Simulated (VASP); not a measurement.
# BeTe (F-43m) in VASP: notebook, part 2 of 2

VASP 6.6.1.

## Step 3: Band structure, TB-mBJ, spin-orbit coupling, no magnetisation

Input file POSCAR:

```
BeTe
1.0
    0.0000000000      2.7700000000      2.7700000000
    2.7700000000      0.0000000000      2.7700000000
    2.7700000000      2.7700000000      0.0000000000
Te Be
1 1
Direct
    0.7500000000      0.7500000000      0.7500000000
    0.0000000000      0.0000000000      0.0000000000
```

Input file INCAR.step1:

```
SYSTEM = BeTe
PREC     = Accurate       ! precision mode
ENCUT    = 520            ! plane-wave cutoff, eV
EDIFF    = 1E-5           ! SCF threshold, eV
ISMEAR   = 0              ! smearing method
SIGMA    = 0.02           ! smearing width, eV
LREAL    = .FALSE.        ! projectors in reciprocal space
LASPH    = .TRUE.         ! aspherical terms in the spheres
NELM     = 60             ! most SCF steps
ALGO     = Normal         ! electronic algorithm
ISIF     = 2              ! what is computed and relaxed
LWAVE    = .TRUE.         ! write WAVECAR
LCHARG   = .FALSE.        ! write CHGCAR
MAGMOM   = 0 0 0 0 0 0    ! initial moments
LORBIT   = 11             ! projections on sites
LSORBIT  = .TRUE.         ! spin-orbit coupling
GGA_COMPAT= .FALSE.      
NBANDS   = 20             ! bands
GGA      = PE             ! functional
KPAR     = 2
```

Input file INCAR.step2:

```
SYSTEM = BeTe
PREC     = Accurate       ! precision mode
ENCUT    = 520            ! plane-wave cutoff, eV
EDIFF    = 1E-7           ! SCF threshold, eV
ISMEAR   = 0              ! smearing method
SIGMA    = 0.02           ! smearing width, eV
LREAL    = .FALSE.        ! projectors in reciprocal space
LASPH    = .TRUE.         ! aspherical terms in the spheres
NELM     = 60             ! most SCF steps
ALGO     = Normal         ! electronic algorithm
ISIF     = 2              ! what is computed and relaxed
LWAVE    = .FALSE.        ! write WAVECAR
LCHARG   = .FALSE.        ! write CHGCAR
MAGMOM   = 0 0 0 0 0 0    ! initial moments
LORBIT   = 11             ! projections on sites
LSORBIT  = .TRUE.         ! spin-orbit coupling
GGA_COMPAT= .FALSE.      
METAGGA  = MBJ            ! meta-GGA
NBANDS   = 20             ! bands
ISTART   = 1            
KPAR     = 2
```

Input file KPOINTS:

```
regular mesh
0
G
  6 6 6
  0 0 0
```

Input file KPOINTS_OPT:

```
path GXWKGLUWLK,UX
20
line-mode
reciprocal
 0.0000000000  0.0000000000  0.0000000000  G
 0.5000000000  0.0000000000  0.5000000000  X

 0.5000000000  0.0000000000  0.5000000000  X
 0.5000000000  0.2500000000  0.7500000000  W

 0.5000000000  0.2500000000  0.7500000000  W
 0.3750000000  0.3750000000  0.7500000000  K

 0.3750000000  0.3750000000  0.7500000000  K
 0.0000000000  0.0000000000  0.0000000000  G

 0.0000000000  0.0000000000  0.0000000000  G
 0.5000000000  0.5000000000  0.5000000000  L

 0.5000000000  0.5000000000  0.5000000000  L
 0.6250000000  0.2500000000  0.6250000000  U

 0.6250000000  0.2500000000  0.6250000000  U
 0.5000000000  0.2500000000  0.7500000000  W

 0.5000000000  0.2500000000  0.7500000000  W
 0.5000000000  0.5000000000  0.5000000000  L

 0.5000000000  0.5000000000  0.5000000000  L
 0.3750000000  0.3750000000  0.7500000000  K

 0.6250000000  0.2500000000  0.6250000000  U
 0.5000000000  0.0000000000  0.5000000000  X
```

Potentials or basis: VASP PAW PBE potentials, release 64 (Te, Be).

Run with:

```sh
$ cat potpaw_PBE.64/Te/POTCAR potpaw_PBE.64/Be/POTCAR > POTCAR
$ cp INCAR.step1 INCAR
$ mpirun -np 2 vasp_ncl > vasp.out
$ cp INCAR.step2 INCAR
$ mpirun -np 2 vasp_ncl > vasp.out
```

OUTCAR:

```text
SYSTEM = BeTe
   PREC = Accurate
   ENCUT = 520
   EDIFF = 1E-7
   ISMEAR = 0
   LREAL = .FALSE.
   LASPH = .TRUE.
   NELM = 60
   ISIF = 2
   LORBIT = 11
   LSORBIT = .TRUE.
   METAGGA = MBJ
   ISTART = 1

 ion  position               nearest neighbor table
   1  0.750  0.750  0.750-   2 2.40   2 2.40   2 2.40   2 2.40
   2  0.000  0.000  0.000-   1 2.40   1 2.40   1 2.40   1 2.40

  LATTYP: Found a face centered cubic cell.
 ALAT       =     5.5400000000

  Lattice vectors:

 A1 = (   0.0000000000,   2.7700000000,   2.7700000000)
 A2 = (   2.7700000000,   0.0000000000,   2.7700000000)
 A3 = (   2.7700000000,   2.7700000000,   0.0000000000)

Analysis of symmetry for initial positions (statically):
=====================================================================
 Subroutine PRICEL returns:
 Original cell was already a primitive cell.

 Routine SETGRP: Setting up the symmetry group for a
 face centered cubic supercell.

 Subroutine GETGRP returns: Found 24 space group operations
 (whereof 24 operations were pure point group operations)
 out of a pool of 48 trial point group operations.
[... 741 lines left out ...]
     0.0000000     0.0000000     0.0000000     0.0000000     0.0000000     0.0000000     0.0000000
     0.0000000     0.0000000     0.0000000     0.0000000     0.0000000     0.0000000     0.0000000
     0.0000000     0.0000000     0.0000000     0.0000000     0.0000000     0.0000000     0.0000000
     0.0000000     0.0000000     0.0000000     0.0000000     0.0000000     0.0000000     0.0000000
     0.0000000     0.0000000     0.0000000     0.0000000     0.0000000     0.0000000     0.0000000
     0.0000000     0.0000000     0.0000000     0.0000000     0.0000000     0.0000000     0.0000000

 Ion:    2  E_soc:     -0.0000078
 l=   1
     0.0000000    -0.0000013    -0.0000013
    -0.0000013     0.0000000    -0.0000013
    -0.0000013    -0.0000013     0.0000000
 l=   2
     0.0000000     0.0000000     0.0000000     0.0000000     0.0000000
     0.0000000     0.0000000     0.0000000     0.0000000     0.0000000
     0.0000000     0.0000000     0.0000000     0.0000000     0.0000000
     0.0000000     0.0000000     0.0000000     0.0000000     0.0000000
     0.0000000     0.0000000     0.0000000     0.0000000     0.0000000
 l=   3
     0.0000000     0.0000000     0.0000000     0.0000000     0.0000000     0.0000000     0.0000000
     0.0000000     0.0000000     0.0000000     0.0000000     0.0000000     0.0000000     0.0000000
     0.0000000     0.0000000     0.0000000     0.0000000     0.0000000     0.0000000     0.0000000
     0.0000000     0.0000000     0.0000000     0.0000000     0.0000000     0.0000000     0.0000000
     0.0000000     0.0000000     0.0000000     0.0000000     0.0000000     0.0000000     0.0000000
     0.0000000     0.0000000     0.0000000     0.0000000     0.0000000     0.0000000     0.0000000
     0.0000000     0.0000000     0.0000000     0.0000000     0.0000000     0.0000000     0.0000000

 total charge

# of ion       s       p       d       tot
------------------------------------------
    1        1.322   2.256   0.042   3.620
    2        0.359   0.492   0.000   0.851
--------------------------------------------------
tot          1.681   2.748   0.042   4.471

 magnetization (x)

# of ion       s       p       d       tot
------------------------------------------
    1        0.000   0.000   0.000   0.000
    2        0.000  -0.000   0.000  -0.000
--------------------------------------------------
tot          0.000  -0.000   0.000  -0.000

 magnetization (y)

# of ion       s       p       d       tot
------------------------------------------
    1        0.000   0.000   0.000   0.000
    2        0.000   0.000   0.000   0.000
--------------------------------------------------
tot          0.000   0.000   0.000   0.000

 magnetization (z)

# of ion       s       p       d       tot
------------------------------------------
    1        0.000   0.000  -0.000  -0.000
    2        0.000   0.000   0.000   0.000
--------------------------------------------------
tot          0.000   0.000  -0.000   0.000
```

Run time: 3.1 min. Hardware: 2 MPI ranks of AMD EPYC 9R45 (Zen 5), shared host; peak memory 0.3 GiB.

Results:

| Item | Value |
| --- | --- |
| Valence electrons inside the program's atomic spheres | Te 3.62; Be 0.85 |

Caveat: the PAW data sets were made with another functional, which shifts forces and pressure a little.

## Step 4: Band structure, AM05

Input file INCAR:

```
PREC = Accurate ; ENCUT = 520
EDIFF = 1E-7 ; ISMEAR = -1
SIGMA = 0.05 ; LREAL = False
LASPH = True ; NELM = 60
ALGO = Normal ; ISIF = 2
LWAVE = False ; LCHARG = False
GGA = AM ; NBANDS = 11
```

Input file KPOINTS:

```
Automatic mesh
0
Gamma
  8 8 8
```

POSCAR is that of step 3.

Edit KPOINTS_OPT of step 3 so:

```diff
@@ -1,3 +1,3 @@
 path GXWKGLUWLK,UX
-20
+10
 line-mode
```

Run with:

```sh
$ cat potpaw_PBE.64/Te/POTCAR potpaw_PBE.64/Be/POTCAR > POTCAR
$ mpirun -np 1 vasp_std > vasp.out
```

Wall time 42 s (1 thread of Intel Xeon Platinum 8259CL at 2.50GHz (Skylake/Cascade Lake), shared host); peak memory 0.18 GiB.

It converged, with:

* Free energy: -7.8166 eV
* Pressure: 2.8 GPa
* Band gap on the k mesh: 1.80 eV, indirect (least direct gap 3.55 eV)
* Band gap along the path: 1.80 eV, indirect (least direct gap 3.55 eV)

Levels at the corners of the path, in eV from the valence-band top:
| point | band 1 | band 2 | band 3 | band 4 | band 5 | band 6 | band 7 | band 8 |
| --- | --- | --- | --- | --- | --- | --- | --- | --- |
| Γ | -12.66 | 0.00 | 0.00 | 0.00 | 3.55 | 3.55 | 3.55 | 4.15 |
| X | -10.65 | -5.39 | -2.85 | -2.85 | 1.80 | 2.59 | 10.01 | 10.01 |
| X | -10.65 | -5.39 | -2.85 | -2.85 | 1.80 | 2.59 | 10.01 | 10.01 |
| W | -10.61 | -4.80 | -3.99 | -3.47 | 5.27 | 5.49 | 5.62 | 6.39 |
| W | -10.61 | -4.80 | -3.99 | -3.47 | 5.27 | 5.49 | 5.62 | 6.39 |
| K | -10.68 | -5.00 | -4.18 | -2.41 | 2.59 | 5.28 | 8.04 | 8.44 |
| K | -10.68 | -5.00 | -4.18 | -2.41 | 2.59 | 5.28 | 8.04 | 8.44 |
| Γ | -12.66 | 0.00 | 0.00 | 0.00 | 3.55 | 3.55 | 3.55 | 4.15 |
| Γ | -12.66 | 0.00 | 0.00 | 0.00 | 3.55 | 3.55 | 3.55 | 4.15 |
| L | -11.19 | -5.88 | -1.22 | -1.22 | 3.20 | 4.54 | 4.54 | 7.76 |
| L | -11.19 | -5.88 | -1.22 | -1.22 | 3.20 | 4.54 | 4.54 | 7.76 |
| U | -10.68 | -5.00 | -4.18 | -2.41 | 2.59 | 5.28 | 8.04 | 8.44 |
| U | -10.68 | -5.00 | -4.18 | -2.41 | 2.59 | 5.28 | 8.04 | 8.44 |
| W | -10.61 | -4.80 | -3.99 | -3.47 | 5.27 | 5.49 | 5.62 | 6.39 |
| W | -10.61 | -4.80 | -3.99 | -3.47 | 5.27 | 5.49 | 5.62 | 6.39 |
| L | -11.19 | -5.88 | -1.22 | -1.22 | 3.20 | 4.54 | 4.54 | 7.76 |
| L | -11.19 | -5.88 | -1.22 | -1.22 | 3.20 | 4.54 | 4.54 | 7.76 |
| K | -10.68 | -5.00 | -4.18 | -2.41 | 2.59 | 5.28 | 8.04 | 8.44 |
| U | -10.68 | -5.00 | -4.18 | -2.41 | 2.59 | 5.28 | 8.04 | 8.44 |
| X | -10.65 | -5.39 | -2.85 | -2.85 | 1.80 | 2.59 | 10.01 | 10.01 |

Caveat: the PAW data sets were made with another functional, which shifts forces and pressure a little; spin-orbit coupling is left out, which moves the levels of the heavy elements. As with any semilocal functional, this AM05 gap is likely too small.

## Step 5: The reference run

An earlier run on the cell as given: functional PBEsol; potentials or basis VASP PAW PBE potentials, release 64 (Te, Be); cutoff 520 eV; k mesh 8 × 8 × 8; occupations fermi-dirac, width 0.05 eV; no spin polarisation.

- Pressure: 2.5 GPa
- Band gap on the k mesh: 1.73 eV, indirect (least direct gap 3.55 eV)

## Step 6: Summary

| task | level | spin | k mesh | smearing | ladder | gap on the mesh (eV) | pressure (GPa) |
| --- | --- | --- | --- | --- | --- | --- | --- |
| band structure | r2SCAN | SOC, no magnetisation | 6 × 6 × 6 | gaussian 0.02 eV | gaps | - | 4.5 |
| band structure | TB-mBJ | SOC, no magnetisation | 6 × 6 × 6 | gaussian 0.02 eV | gaps | - | - |
| band structure | AM05 | off | 8 × 8 × 8 | fermi-dirac 0.05 eV | - | 1.80 | 2.8 |
| single point | PBEsol | off | 8 × 8 × 8 | fermi-dirac 0.05 eV | free | 1.73 | 2.5 |

Alike in all rows: potentials or basis VASP PAW PBE potentials, release 64 (Te, Be); cell as given; cutoff (eV) 520.

The pressure there spans 2.5 GPa (PBEsol) to 4.5 GPa (r2SCAN); a positive pressure means that this level wants a larger cell, a negative one a smaller.

Caveats: the PAW data sets were made with another functional, which shifts forces and pressure a little; spin-orbit coupling is left out, which moves the levels of the heavy elements (some runs).

Total energies depend on the potentials used, so only differences within one code and one set of settings carry meaning.
